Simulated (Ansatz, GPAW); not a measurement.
# Ballistic transport through octane-1,8-dithiol between two Pd chains, from relaxation to T(E), part 4 of 5

Aim: the conductance of octane-1,8-dithiol between two Pd chains after relaxation, and whether geometry, basis or functional moves it most.

GPAW 26.7.0 and Ansatz 0.2.0; Ansatz plane waves; relaxation of the junction with the lead ends held; PAW set soft_1 (the session's first sound run).

So far, transmission at the Fermi level (one spin): step 3 (plane waves, PBE) 8.2e-4; step 4 (GPAW, dzp, PBE, GPAW) 8.6e-4; step 5 (single-zeta polarised basis, PBE, GPAW) 4.3e-4; step 6 (minimal basis, PBE, GPAW) 2.6e-4; step 7 (revPBE in the dzp basis: xc = "revPBE") 8.0e-4.

### 8. The structure as built: geometry = "as built"

Level of this step: GPAW LCAO, PAW setups; Landauer transmission from Green's functions with principal layers (ASE), zero bias (GPAW).

The dzp basis with PBE on the structure as first built shows what the relaxation was worth.

Input file run.py:

```python
import json
import numpy as np
from ase import Atoms
from ase.transport.calculators import TransportCalculator
from gpaw import GPAW, FermiDirac
from gpaw.lcao.tools import get_lcao_hamiltonian
from scipy.linalg import eigh

# The junction with lead layers at both ends, along the third cell vector
device = Atoms(
    ['Pd', 'Pd', 'Pd', 'Pd', 'Pd', 'Pd', 'Pd', 'Pd', 'S', 'H', 'C', 'H', 'H', 'C', 'H', 'H', 'C', 'H', 'H', 'C', 'H', 'H', 'C', 'H', 'H', 'C', 'H', 'H', 'C', 'H', 'H', 'C', 'H', 'S', 'Pd', 'Pd', 'Pd', 'Pd', 'Pd', 'Pd', 'Pd', 'Pd'],
    positions=[
        [6.30359, 4.79927, 1.25000],
        [6.30359, 4.79927, 3.75000],
        [6.30359, 4.79927, 6.25000],
        [6.30359, 4.79927, 8.75000],
        [6.30359, 4.79927, 11.25000],
        [6.30359, 4.79927, 13.75000],
        [6.30359, 4.79927, 16.25000],
        [6.30359, 4.79927, 18.75000],
        [4.33570, 5.52335, 19.87584],
        [4.34416, 3.64700, 21.37020],
        [4.24100, 4.72837, 21.50549],
        [3.25000, 4.92452, 21.92705],
        [6.32126, 5.07127, 21.99475],
        [5.33201, 5.26218, 22.42960],
        [5.22908, 6.34854, 22.54550],
        [5.35816, 3.51398, 23.70026],
        [5.25365, 4.60050, 23.80805],
        [4.26758, 4.78851, 24.25009],
        [7.32916, 4.94155, 24.30067],
        [6.34305, 5.12972, 24.74244],
        [6.23882, 6.21625, 24.84996],
        [6.36836, 3.38230, 26.01209],
        [6.26413, 4.46883, 26.11961],
        [5.27802, 4.65699, 26.56138],
        [8.33960, 4.81005, 26.61196],
        [7.35353, 4.99805, 27.05400],
        [7.24901, 6.08457, 27.16179],
        [7.37810, 3.25001, 28.31655],
        [7.27517, 4.33637, 28.43245],
        [6.28591, 4.52728, 28.86730],
        [9.35717, 4.67403, 28.93500],
        [8.36618, 4.87018, 29.35656],
        [8.26301, 5.95155, 29.49185],
        [8.27148, 4.07519, 30.98621],
        [6.30359, 4.79927, 32.11205],
        [6.30359, 4.79927, 34.61205],
        [6.30359, 4.79927, 37.11205],
        [6.30359, 4.79927, 39.61205],
        [6.30359, 4.79927, 42.11205],
        [6.30359, 4.79927, 44.61205],
        [6.30359, 4.79927, 47.11205],
        [6.30359, 4.79927, 49.61205]],
    cell=[[12.60717, 0.0, 0.0], [0.0, 9.59854, 0.0], [0.0, 0.0, 50.86205]],
    pbc=True)

# One principal layer of the lead: the first 5 atoms of the device
lead = Atoms(
    ['Pd', 'Pd', 'Pd', 'Pd', 'Pd'],
    positions=[
        [6.30359, 4.79927, 1.25000],
        [6.30359, 4.79927, 3.75000],
        [6.30359, 4.79927, 6.25000],
        [6.30359, 4.79927, 8.75000],
        [6.30359, 4.79927, 11.25000]],
    cell=[[12.60717, 0.0, 0.0], [0.0, 9.59854, 0.0], [0.0, 0.0, 12.5]],
    pbc=True)

settings = dict(mode='lcao', basis='dzp', xc='PBE', h=0.2,
                occupations=FermiDirac(0.1), maxiter=250,
                mixer=dict(beta=0.1, nmaxold=8, weight=100.0),
                convergence=dict(density=0.0001))
energies = np.arange(-2, 2 + 1e-9, 0.025)
eta = 0.0001
n1, n2 = 1, 1
# k and -k transmit alike, so half of the mesh across the current serves
mesh = [(i, j) for i in range(n1) for j in range(n2) if (i, j) <= (-i % n1, -j % n2)]
weights = np.array([1 if (i, j) == (-i % n1, -j % n2) else 2 for i, j in mesh]) / (n1 * n2)


def ground_state(atoms, size, txt):
    atoms.calc = GPAW(kpts={'size': size, 'gamma': True}, symmetry={'tolerance': 1e-3}, txt=txt, **settings)
    atoms.get_potential_energy()
    return atoms.calc.get_fermi_level()


def blocks(atoms, fermi, points, nz, cells):
    """H - E_F S and S between cell 0 and the cells above it, at each point across the current."""
    kz = np.arange(nz) / nz
    calc = atoms.calc.fixed_density(kpts=[(*k, z) for k in points for z in kz], symmetry='off', txt=None)
    H, S = get_lcao_hamiltonian(calc)
    H = (H - fermi * S).reshape(len(H), len(points), nz, *S.shape[1:])
    S = S.reshape(H.shape[1:])
    phases = [np.exp(-2j * np.pi * kz * R) / nz for R in cells]
    return [(np.einsum('skzij,z->ksij', H, p), np.einsum('kzij,z->kij', S, p)) for p in phases]


def pair(a, b):
    return np.block([[a, b], [b.T.conj(), a]])


def count_channels(h, s, cells, nk=240):
    """Half the number of times that the lead's bands cross each energy, unfolded to its shortest repeat."""
    b = len(h) // cells
    bands = []
    for k in (np.arange(nk + 1) + 0.5) / nk:
        hk, sk = h[:b, :b].copy(), s[:b, :b].copy()
        for R in range(1, cells):
            phase, block = np.exp(2j * np.pi * k * R), slice(R * b, (R + 1) * b)
            hk += h[:b, block] * phase + (h[:b, block] * phase).T.conj()
            sk += s[:b, block] * phase + (s[:b, block] * phase).T.conj()
        w, u = eigh(sk)
        x = u[:, w > 1e-5] / w[w > 1e-5]**0.5  # drop near-dependent combinations
        bands.append(np.r_[eigh(x.T.conj() @ hk @ x, eigvals_only=True), [1e9] * (w <= 1e-5).sum()])
    below = np.array(bands)[:, :, None] < energies
    return (below[1:] != below[:-1]).sum((0, 1)) / 2


fermi_lead = ground_state(lead, (1, 1, 9), 'lead.txt')
fermi_device = ground_state(device, (1, 1, 2), 'device.txt')
T, channels, eigen, tail, misfit, shifts = [], [], [], 0.0, 0.0, []
for first in range(0, len(mesh), 62):
    points = [(i / n1, j / n2) for i, j in mesh[first:first + 62]]
    (H0k, S0k), (H1k, S1k), (H2k, _) = blocks(lead, fermi_lead, points, 5, range(3))
    [(Hk, Sk)] = blocks(device, fermi_device, points, 2, [0])
    tail = max(tail, abs(H2k).max())
    for H0, S0, H1, S1, H, S in zip(H0k, S0k, H1k, S1k, Hk, Sk):
        n = len(S0)
        # Shift the lead onto the potential of the device's first layer
        shift = ((H[:, 0, 0] - H0[:, 0, 0]) / S0[0, 0]).real.mean()
        shifts.append(shift)
        misfit = max(misfit, abs(H[:, :n, :n] - H0 - shift * S0).max())
        Tk, Ck, Ek = [], [], []
        for s in range(len(H)):
            t = s % len(H0)  # a lead without moments serves both spins
            h1, s1 = pair(H0[t] + shift * S0, H1[t] + shift * S1), pair(S0, S1)
            leads = dict(h1=h1, s1=s1, energies=energies, eta=eta, eta1=eta, eta2=eta)
            calc = TransportCalculator(h=H[s], s=S, eigenchannels=3, **leads)
            Tk.append(calc.get_transmission())
            Ek.append(np.sort(calc.eigenchannels_ne, axis=0)[::-1])
            Ck.append(count_channels(h1, s1, 10))
        T.append(Tk)
        channels.append(Ck)
        eigen.append(Ek)
T, channels = np.array(T), np.array(channels)
mean, open_channels = np.einsum('kse,k->se', T, weights), np.einsum('kse,k->se', channels, weights)

print(f'basis functions: device {len(S)}, principal layer {n}')
print(f'Fermi level: lead {fermi_lead:.4f} eV, device {fermi_device:.4f} eV; lead shifted by {np.mean(shifts):.4f} eV')
print(f'largest coupling past the next layer {tail:.2e} eV, largest misfit of the first layer {misfit:.3f} eV')
print('  E-E_F (eV)   ' + 'T (one spin)  channels')
for e, t, c in zip(energies, mean.T, open_channels.T):
    print(f'{e:10.3f}  ', *[f'{x:11.4e}' for x in t], *[f'{x:9.4f}' for x in c])

kT = 8.617333e-5 * 300
fine = np.linspace(energies[0], energies[-1], 4001)
both = np.exp(np.interp(fine, energies, np.log(np.maximum(mean.sum(0) * 2 / len(mean), 1e-30))))
fermi = lambda mu: 1 / (1 + np.exp(np.clip((fine - mu) / kT, -200, 200)))
slope = fermi(0) * (1 - fermi(0)) / kT
G = np.trapezoid(both * slope, fine) / 2
seebeck = -np.trapezoid(both * slope * fine, fine) / (2 * G * 300) * 1e6
print(f'conductance at 300 K: {G:.5g} G0 a cell; thermopower {seebeck:.4g} uV/K')
bias = [0.1, 0.2, 0.5, 1.0, 1.5, 2.0]
current = [38.74 * np.trapezoid(both * (fermi(V / 2) - fermi(-V / 2)), fine) for V in bias]
for V, I in zip(bias, current):
    print(f'current from the zero-bias T(E) at {V} V: {I:.5g} uA')
zero = abs(energies).argmin()
json.dump(dict(energies=energies.tolist(), T=mean.tolist(), channels=open_channels.tolist(), G=G, seebeck=seebeck,
               bias=bias, current=current, tail=tail, misfit=misfit, shift=np.mean(shifts), n_device=len(S), n_lead=n,
               fermi=[fermi_lead, fermi_device], energy=device.get_potential_energy(),
               moments=device.get_magnetic_moments().tolist(), mesh=mesh, weights=weights.tolist(),
               T_k=T[:, :, zero].tolist(), eigen=np.array(eigen[0]).tolist()), open('result.json', 'w'))
```

Started as:

```console
OMP_NUM_THREADS=1 OPENBLAS_NUM_THREADS=1 python run.py
```

Numbers of over 12 decimals in the logs are rounded to 6 here.

The log of the run:

```text
basis functions: device 642, principal layer 135
Fermi level: lead -4.3634 eV, device -4.1702 eV; lead shifted by -0.0021 eV
largest coupling past the next layer 1.07e-04 eV, largest misfit of the first layer 0.035 eV
  E-E_F (eV)   T (one spin)  [channel counts left out]
    -2.000    1.3692e-02
    -1.975    1.3677e-02
    -1.950    1.4104e-02
[...]
1.975    2.5835e-08
     2.000    2.6595e-08
conductance at 300 K: 0.019084 G0 a cell; thermopower 97.81 uV/K
current from the zero-bias T(E) at 0.1 V: 0.15479 uA
current from the zero-bias T(E) at 0.2 V: 0.34629 uA
current from the zero-bias T(E) at 0.5 V: 1.0625 uA
current from the zero-bias T(E) at 1.0 V: 1.3257 uA
current from the zero-bias T(E) at 1.5 V: 1.3615 uA
current from the zero-bias T(E) at 2.0 V: 1.3816 uA
```

Run time: 6.6 min. Hardware: 1 thread of Intel Xeon 6975P-C (Granite Rapids), shared host; peak memory 2.6 GiB.

Numbers from this step:

* conductance: 0.01908 G₀
* largest coupling past the next principal layer: 1.07e-4 eV
* largest misfit of the first principal layer: 0.03543 eV
* shift that aligns the lead: -0.002107 eV
* transmission at the Fermi level (one spin): 0.01654

One spin. Transmission, zone mean against energy, zero at the Fermi level:

| energy (eV) | transmission, zone mean |
| --- | --- |
| -2.000 | 0.0137 |
| -1.900 | 0.0164 |
| -1.800 | 0.0272 |
| -1.700 | 0.0417 |
| -1.600 | 0.0509 |
| -1.500 | 0.0564 |
| -1.400 | 0.0622 |
| -1.325 | 0.0643 |
| -1.300 | 0.0632 |
| -1.200 | 0.0420 |
| -1.100 | 0.00815 |
| -1.000 | 0.00110 |
| -0.900 | 9.6e-4 |
| -0.800 | 7.9e-4 |
| -0.700 | 0.00195 |
| -0.600 | 0.00171 |
| -0.500 | 0.00207 |
| -0.400 | 0.00323 |
| -0.300 | 0.0219 |
| -0.200 | 0.0728 |
| -0.175 | 0.0775 |
| -0.100 | 0.0550 |
| 0.000 | 0.0165 |
| 0.100 | 0.00188 |
| 0.200 | 4.2e-7 |
| 0.300 | 5.0e-8 |
| 0.400 | 7.8e-10 |
| 0.500 | 4.3e-8 |
| 0.600 | 1.1e-7 |
| 0.700 | 1.7e-7 |
| 0.800 | 2.1e-7 |
| 0.900 | 2.3e-7 |
| 1.000 | 2.2e-7 |
| 1.100 | 2.0e-7 |
| 1.200 | 1.7e-7 |
| 1.300 | 1.4e-7 |
| 1.400 | 1.1e-7 |
| 1.500 | 8.0e-8 |
| 1.600 | 5.7e-8 |
| 1.700 | 4.1e-8 |
| 1.800 | 3.1e-8 |
| 1.900 | 2.6e-8 |
| 2.000 | 2.7e-8 |

The conductance, 0.0191 G₀, lies a factor of 20 above that of the dzp run.

### 9. Cost and result by level

Times are wall times on the hardware named with each run. The series side by side:

| no. | run | conductance (G₀) | time | memory (GiB) |
| --- | --- | --- | --- | --- |
| 1 | pw PBE | 9.02e-4 | 1.9 h | 6.9 |
| 2 | dzp | 9.70e-4 | 9 min | 2.6 |
| 3 | szp | 5.87e-4 | 6.1 min | 2.5 |
| 4 | sz | 3.45e-4 | 4.4 min | 2.4 |
| 5 | dzp revPBE | 9.09e-4 | 8.8 min | 2.7 |
| 6 | asbuilt | 0.01908 | 6.6 min | 2.6 |

### 10. Comparison

The curves are compared point by point over the common energies.

This step: comparison of transmission and cost over codes, levels and geometry; PAW set soft_1 (GPAW 26.7.0).

Ladder, by row:

```
      step    code  T at the Fermi level (sum over the listed spins)  conductance (G0)  r.m.s. T(E) from the first  wall time (s)  peak memory (GiB)  threads
    pw-pbe  Ansatz                                           8.15e-4           9.02e-4                           0           6888              6.906        4
       dzp    GPAW                                           8.60e-4           9.70e-4                     0.02848          539.7               2.65        1
       szp    GPAW                                           4.35e-4           5.87e-4                      0.0298          363.8               2.53        1
        sz    GPAW                                           2.62e-4           3.45e-4                      0.0296          262.5               2.42        1
dzp-revPBE    GPAW                                           8.00e-4           9.09e-4                     0.02106            527               2.66        1
   asbuilt    GPAW                                           0.01654           0.01908                     0.03457          398.8               2.65        1
```

Transmission, zone mean, sum over the listed spins against energy, zero at the Fermi level:

```csv
energy (eV),pw-pbe,dzp,szp,sz,dzp-revPBE,asbuilt
-2.000,0.00541,0.00663,0.00153,4.4e-4,0.00715,0.0137
-1.800,4.9e-4,0.00130,1.3e-4,5.7e-5,0.00123,0.0272
-1.600,2.1e-4,1.9e-4,1.0e-4,3.1e-5,1.9e-4,0.0509
-1.400,5.3e-4,3.2e-4,0.00781,2.8e-4,3.6e-4,0.0622
-1.350,0.00103,5.4e-4,0.0324,0.00133,6.4e-4,0.0642
-1.300,0.00330,0.00128,0.00134,0.0188,0.00171,0.0632
-1.225,0.267,0.0181,4.5e-5,4.6e-4,0.0379,0.0500
-1.200,0.261,0.0859,2.1e-5,1.1e-4,0.173,0.0420
-1.175,0.0207,0.208,1.3e-5,3.5e-5,0.123,0.0328
-1.000,1.1e-4,1.2e-4,6.2e-6,4.8e-6,1.0e-4,0.00110
-0.800,2.2e-4,2.6e-5,3.2e-5,9.1e-6,2.8e-5,7.9e-4
-0.600,1.6e-4,0.00192,0.00127,9.0e-4,0.00242,0.00171
-0.400,2.7e-4,2.9e-4,1.2e-4,5.7e-5,2.1e-4,0.00323
-0.200,0.00141,0.00168,6.0e-4,4.5e-4,0.00170,0.0728
0.000,8.2e-4,8.6e-4,4.3e-4,2.6e-4,8.0e-4,0.0165
0.200,0.00354,0.00292,0.00102,6.6e-4,0.00284,4.2e-7
0.400,0.00145,0.00124,5.4e-4,3.5e-4,0.00127,7.8e-10
0.600,6.7e-4,5.8e-4,3.0e-4,2.0e-4,6.0e-4,1.1e-7
0.800,3.5e-4,3.1e-4,1.8e-4,1.2e-4,3.2e-4,2.1e-7
1.000,2.0e-4,1.8e-4,1.2e-4,8.1e-5,1.9e-4,2.2e-7
1.200,1.3e-4,1.1e-4,8.9e-5,5.9e-5,1.2e-4,1.7e-7
1.400,8.0e-5,7.4e-5,6.7e-5,4.5e-5,7.7e-5,1.1e-7
1.600,5.3e-5,4.9e-5,5.3e-5,3.6e-5,5.2e-5,5.7e-8
1.800,3.6e-5,3.4e-5,4.2e-5,3.0e-5,3.5e-5,3.1e-8
2.000,2.5e-5,2.3e-5,3.5e-5,2.5e-5,2.4e-5,2.7e-8
```

(Part 4 of 5 ends here.)

[Logs are printed without paths, hosts, clocks, repeated set-up lines and the standing remarks that a program may print on its own settings, such as how far it seeks lower states.]

[Hosts, paths, dates, database ids (printed as entryN), source tags and the programs' standing remarks are cut or masked in the printed files.]
